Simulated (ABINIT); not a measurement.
# CuO (Cccm) in ABINIT: convergence with pawecutdg

Aim: find how far pawecutdg must go before the results for CuO settle, at PBE. This setting moves, with any that are tied to it; all else stays.

All numbers are computed with ABINIT 10.8.3 (patched build); they aren't measurements. Logs are shortened: lines on timing, memory, paths and dates and some standing lists are left out, and cuts for length are marked. The log counts tension as positive stress, the text compression.

### 1 The crystal as given

It takes space group Cccm (No. 66, orthorhombic). The conventional cell has a = 3.982 Å, b = 4.307 Å, c = 5.156 Å, α = 90.00°, β = 90.00°, γ = 90.00°. Around Cu (site symmetry 2/m) lie 4 O at 1.95 Å. O (site symmetry 222) is surrounded by 4 Cu at 1.95 Å.

Measurements of this composition are mostly on another form, of space group No. 15.

### 2 With pawecutdg 26.8

run.abi

```
# Pseudopotentials
pp_dirpath "./"
pseudos "Cu.GGA_PBE-JTH.xml, O.GGA_PBE-JTH.xml"

# Structure
acell 3*1.0
rprim
     3.7623842429    -4.0696196957     0.0000000000
     3.7623842429     4.0696196957     0.0000000000
     0.0000000000     0.0000000000     9.7432918383
ntypat 2
znucl 29 8
natom 4
typat 1 1 2 2
xred
     0.5000000000     0.0000000000     0.0000000000
     0.0000000000     0.5000000000     0.5000000000
     0.5000000000     0.5000000000     0.2500000000
     0.5000000000     0.5000000000     0.7500000000
chkprim 0
chksymtnons 0
tolsym 1.0e-6

# Plane-wave basis
ecut 26.0
pawecutdg 26.8
pawxcdev 0

# k points
kptopt 1
ngkpt 9 9 5
nshiftk 1
shiftk 0.0 0.0 0.0

# Exchange and correlation
ixc 11

# Bands and occupations
nband 30
occopt 7
tsmear 0.1 eV

# SCF cycle
nstep 100
tolvrs 1.0e-9

# Output
iomode 3
prtwf 0
prtden 0
prteig 0
prtebands 0
```

Potentials or basis: JTH PAW PBE v2.0.

Command:

```
$ mpirun --bind-to none -np 4 abinit run.abi > log 2>&1
```

run.abo:

```text
.Version 10.8.3 of ABINIT
 Symmetries : space group Cc c m (# 66); Bravais oC (1-face-center ortho.)
================================================================================
 Values of the parameters that define the memory need of the present run
     intxc =       0    ionmov =       0      iscf =      17    lmnmax =      18
     lnmax =       6     mgfft =      48  mpssoang =       3    mqgrid =    3001
     natom =       4  nloc_mem =       2    nspden =       1   nspinor =       1
    nsppol =       1      nsym =       8    n1xccc =       1    ntypat =       2
    occopt =       7   xclevel =       2
       mpw =        1920          nfft =       34992          nkpt =          75
Pmy_natom=         1
 PAW method is used; the additional fine FFT grid is defined by:
   mgfftf=        48    nfftf =     34992
================================================================================
================================================================================

--------------------------------------------------------------------------------
------------- Echo of variables that govern the present computation ------------
--------------------------------------------------------------------------------
 -outvars: echo values of preprocessed input variables --------
            acell      1.0000000000E+00  1.0000000000E+00  1.0000000000E+00 Bohr
              amu      6.35460000E+01  1.59994000E+01
          chkprim           0
      chksymtnons           0
             ecut      2.60000000E+01 Hartree
                       outvar_i_n : Printing only first  50 k-points.
              ixc          11
                       outvar_i_n : Printing only first  50 k-points.
         kptrlatt        9    0    0      0    9    0      0    0    5
          kptrlen      4.87164592E+01
            natom           4
            nband          30
            ngfft          27      27      48
          ngfftdg          27      27      48
             nkpt          75
            nstep         100
             nsym           8
           ntypat           2
                       prtocc : prtvol=0, do not print more k-points.
           occopt           7
        pawecutdg      2.68000000E+01 Hartree
         pawxcdev           0
           prtden           0
        prtebands           0
           prteig           0
            prtwf           0
            rprim      3.7623842429E+00 -4.0696196957E+00  0.0000000000E+00
                       3.7623842429E+00  4.0696196957E+00  0.0000000000E+00
                       0.0000000000E+00  0.0000000000E+00  9.7432918383E+00
          spgroup          66
           tolsym      1.00000000E-06
           tolvrs      1.00000000E-09
           tsmear      3.67493222E-03 Hartree
            typat      1  1  2  2
           useylm           1
                       outvars : Printing only first  50 k-points.
           xangst      9.9548399933E-01 -1.0767749993E+00  0.0000000000E+00
                       9.9548399933E-01  1.0767749993E+00  2.5779639983E+00
                       1.9909679987E+00  0.0000000000E+00  1.2889819991E+00
[... 168 lines left out ...]

 cartesian forces (eV/Angstrom) at end:
    1     -0.00000000000000    -0.00000000000000    -0.00000000000000
    2     -0.00000000000000    -0.00000000000000    -0.00000000000000
    3     -0.00000000000000    -0.00000000000000    -0.00000000000000
    4     -0.00000000000000    -0.00000000000000    -0.00000000000000
 frms,max,avg= 0.0000000E+00 0.0000000E+00   0.000E+00  0.000E+00  0.000E+00 e/A
 length scales=  1.000000000000  1.000000000000  1.000000000000 bohr
              =  0.529177210544  0.529177210544  0.529177210544 angstroms
 Fermi (or HOMO) energy (hartree) =   0.17921   Average Vxc (hartree)=  -0.40099
 Eigenvalues (hartree) for nkpt=  75  k points:
 kpt#   1, nband= 30, wtk=  0.00247, kpt=  0.0000  0.0000  0.0000 (reduced coord)
  -3.96315   -3.96314   -2.40094   -2.40093   -2.39969   -2.39949   -2.38875   -2.38874
  -0.54900   -0.50132   -0.11904   -0.02219   -0.01630    0.04340    0.05249    0.05291
   0.05955    0.07000    0.08712    0.09130    0.09311    0.09364    0.09585    0.11020
   0.20132    0.20816    0.23115    0.40339    0.44718    0.66878
      occupation numbers for kpt#   1
   2.00000    2.00000    2.00000    2.00000    2.00000    2.00000    2.00000    2.00000
   2.00000    2.00000    2.00000    2.00000    2.00000    2.00000    2.00000    2.00000
   2.00000    2.00000    2.00000    2.00000    2.00000    2.00000    2.00000    2.00000
   0.00000    0.00000    0.00000    0.00000    0.00000    0.00000
 prteigrs : prtvol=0 or 1, do not print more k-points.

--- !EnergyTerms
iteration_state     : {dtset: 1, }
comment             : Components of total free energy in Hartree
kinetic             :  3.68121634929789E+01
hartree             :  1.11439913572270E+02
xc                  : -1.12839946647574E+01
Ewald energy        : -2.38462816871849E+02
psp_core            :  1.40106959936784E+01
local_psp           : -2.78619172675331E+02
PAW spherical_terms : -6.20524908555692E+01
internal            : -4.28155702008579E+02
'-kT*entropy'       : -4.30225845239773E-04
total_energy        : -4.28156132234424E+02
total_energy_eV     : -1.16507218878162E+04
...

--- !EnergyTermsDC
iteration_state     : {dtset: 1, }
comment             : '"Double-counting" decomposition of free energy'
band_energy         : -4.50419885293772E+01
Ewald energy        : -2.38462816871849E+02
psp_core            :  1.40106959936784E+01
xc_dc               : -1.08113051061825E+02
PAW spherical_terms : -5.05485441593145E+01
internal            : -4.28155704628687E+02
'-kT*entropy'       : -4.30225845239773E-04
total_energy_dc     : -4.28156134854533E+02
total_energy_dc_eV  : -1.16507219591130E+04
...

--- !EnergyTermsWithPAWCore
iteration_state     : {dtset: 1, }
comment             : 'Components of total free energy, including PAW core contributions'
Total energy        : -3.46042672620979E+03
Total energy DC     : -3.46042672882989E+03
Total energy (eV)   : -9.41630082228100E+04
Total energy DC (eV): -9.41630082941068E+04
...

 Cartesian components of stress tensor (hartree/bohr^3)
  sigma(1 1)= -6.64493133E-05  sigma(3 2)=  0.00000000E+00
  sigma(2 2)= -2.83611879E-05  sigma(3 1)=  0.00000000E+00
  sigma(3 3)= -2.92782914E-05  sigma(2 1)=  0.00000000E+00

-Cartesian components of stress tensor (GPa)         [Pressure=  1.2169E+00 GPa]
- sigma(1 1)= -1.95500629E+00  sigma(3 2)=  0.00000000E+00
- sigma(2 2)= -8.34414955E-01  sigma(3 1)=  0.00000000E+00
- sigma(3 3)= -8.61397073E-01  sigma(2 1)=  0.00000000E+00

== END DATASET(S) ==============================================================
================================================================================

 -outvars: echo values of variables after computation  --------
            acell      1.0000000000E+00  1.0000000000E+00  1.0000000000E+00 Bohr
           etotal     -4.2815613485E+02
            fcart     -0.0000000000E+00 -0.0000000000E+00 -0.0000000000E+00
                      -0.0000000000E+00 -0.0000000000E+00 -0.0000000000E+00
                      -0.0000000000E+00 -0.0000000000E+00 -0.0000000000E+00
                      -0.0000000000E+00 -0.0000000000E+00 -0.0000000000E+00
            rprim      3.7623842429E+00 -4.0696196957E+00  0.0000000000E+00
                       3.7623842429E+00  4.0696196957E+00  0.0000000000E+00
                       0.0000000000E+00  0.0000000000E+00  9.7432918383E+00
           strten     -6.6449313252E-05 -2.8361187855E-05 -2.9278291428E-05
                       0.0000000000E+00  0.0000000000E+00  0.0000000000E+00
           xangst      9.9548399933E-01 -1.0767749993E+00  0.0000000000E+00
                       9.9548399933E-01  1.0767749993E+00  2.5779639983E+00
                       1.9909679987E+00  0.0000000000E+00  1.2889819991E+00
                       1.9909679987E+00  0.0000000000E+00  3.8669459974E+00
             xred      5.0000000000E-01  3.1774148531E-17  0.0000000000E+00
                       3.1774148531E-17  5.0000000000E-01  5.0000000000E-01
                       5.0000000000E-01  5.0000000000E-01  2.5000000000E-01
                       5.0000000000E-01  5.0000000000E-01  7.5000000000E-01
 Calculation completed.
```

It took 40 s on 4 MPI ranks of Arm Neoverse V2, shared host; peak memory 0.44 GiB.

Results:

```
Free energy                                           : -11650.7220 eV
Pressure                                              : 1.2 GPa
Band gap on the k mesh                                : none (metal or under the smearing width)
Valence electrons inside the program's atomic spheres : Cu 17.29; O 4.53
```

### 3 With pawecutdg 31.2

Changes to run.abi since step 2:

```diff
@@ -25,3 +25,3 @@
 ecut 26.0
-pawecutdg 26.8
+pawecutdg 31.2
 pawxcdev 0
```

Potentials or basis: JTH PAW PBE v2.0.

Command:

```
$ mpirun --bind-to none -np 4 abinit run.abi > log 2>&1
```

Run time: 43 s. Hardware: 4 MPI ranks of Arm Neoverse V2, shared host; peak memory 0.44 GiB.

The run converged. Its results:

| Property | Result |
| --- | --- |
| Free energy | -11650.7204 eV |
| Pressure | 1.3 GPa |
| Band gap on the k mesh | none (metal or under the smearing width) |
| Valence electrons inside the program's atomic spheres | Cu 17.29; O 4.51 |

### 4 With pawecutdg 39

Changes to run.abi since step 3:

```diff
@@ -25,3 +25,3 @@
 ecut 26.0
-pawecutdg 31.2
+pawecutdg 39.0
 pawxcdev 0
```

Command:

```
$ mpirun --bind-to none -np 4 abinit run.abi > log 2>&1
```

It took 43 s on 4 MPI ranks of Arm Neoverse V2, shared host; peak memory 0.44 GiB.

Results (log left out):

* Free energy: -11650.7213 eV
* Pressure: 1.3 GPa
* Band gap on the k mesh: none (metal or under the smearing width)
* Valence electrons inside the program's atomic spheres: Cu 17.30; O 4.50

### 5 With pawecutdg 46.8

Changes to run.abi since step 4:

```diff
@@ -25,3 +25,3 @@
 ecut 26.0
-pawecutdg 39.0
+pawecutdg 46.8
 pawxcdev 0
```

Command:

```
$ mpirun --bind-to none -np 4 abinit run.abi > log 2>&1
```

Run time: 43 s. Hardware: 4 MPI ranks of Arm Neoverse V2, shared host; peak memory 0.48 GiB.

Results (log left out):

* Free energy: -11650.7204 eV
* Pressure: 1.2 GPa
* Band gap on the k mesh: none (metal or under the smearing width)
* Valence electrons inside the program's atomic spheres: Cu 17.30; O 4.51

### 6 With pawecutdg 57.2

Changes to run.abi since step 5:

```diff
@@ -25,3 +25,3 @@
 ecut 26.0
-pawecutdg 46.8
+pawecutdg 57.2
 pawxcdev 0
```

Potentials or basis: JTH PAW PBE v2.0.

Command:

```
$ mpirun --bind-to none -np 4 abinit run.abi > log 2>&1
```

Run time: 43 s. Hardware: 4 MPI ranks of Arm Neoverse V2, shared host; peak memory 0.48 GiB.

Results (log left out):

* Free energy: -11650.7205 eV
* Pressure: 1.2 GPa
* Band gap on the k mesh: none (metal or under the smearing width)
* Valence electrons inside the program's atomic spheres: Cu 17.31; O 4.52

### 7 With pawecutdg 70.2

Changes to run.abi since step 6:

```diff
@@ -25,3 +25,3 @@
 ecut 26.0
-pawecutdg 57.2
+pawecutdg 70.2
 pawxcdev 0
```

Command:

```
$ mpirun --bind-to none -np 4 abinit run.abi > log 2>&1
```

Run time: 43 s. Hardware: 4 MPI ranks of Arm Neoverse V2, shared host; peak memory 0.52 GiB.

It converged, with:

* Free energy: -11650.7208 eV
* Pressure: 1.2 GPa
* Band gap on the k mesh: none (metal or under the smearing width)
* Valence electrons inside the program's atomic spheres: Cu 17.30; O 4.50

### 8 With pawecutdg 85.8

Changes to run.abi since step 7:

```diff
@@ -25,3 +25,3 @@
 ecut 26.0
-pawecutdg 70.2
+pawecutdg 85.8
 pawxcdev 0
```

Command:

```
$ mpirun --bind-to none -np 4 abinit run.abi > log 2>&1
```

It took 46 s on 4 MPI ranks of Arm Neoverse V2, shared host; peak memory 0.6 GiB.

Results (log left out):

* Free energy: -11650.7207 eV
* Pressure: 1.2 GPa
* Band gap on the k mesh: none (metal or under the smearing width)
* Valence electrons inside the program's atomic spheres: Cu 17.30; O 4.51

### 9 The series at a glance

```
pawecutdg  energy less the tightest run, at zero smearing (meV/atom)  pressure (GPa)  SCF cycles  CPU time (s)
     26.8                                                      -0.32            1.22          16           160
     31.2                                                       0.07            1.27          17           170
       39                                                      -0.16            1.26          17           170
     46.8                                                       0.08            1.21          17           170
     57.2                                                       0.04            1.22          17           170
     70.2                                                      -0.02            1.25          17           170
     85.8                                                       0.00            1.24          18           180
```

Against the tightest run, the energy stays within 1 meV/atom from 26.8 on; the pressure stays within 0.1 GPa from 26.8 on. The tightest run that finished is the yardstick and may itself not be fully converged.

Caveats: the run has no spin polarisation, though such a crystal can be magnetic; semilocal functionals often make such compounds metallic where correlation or magnetic order opens a gap, which also shifts bond lengths.
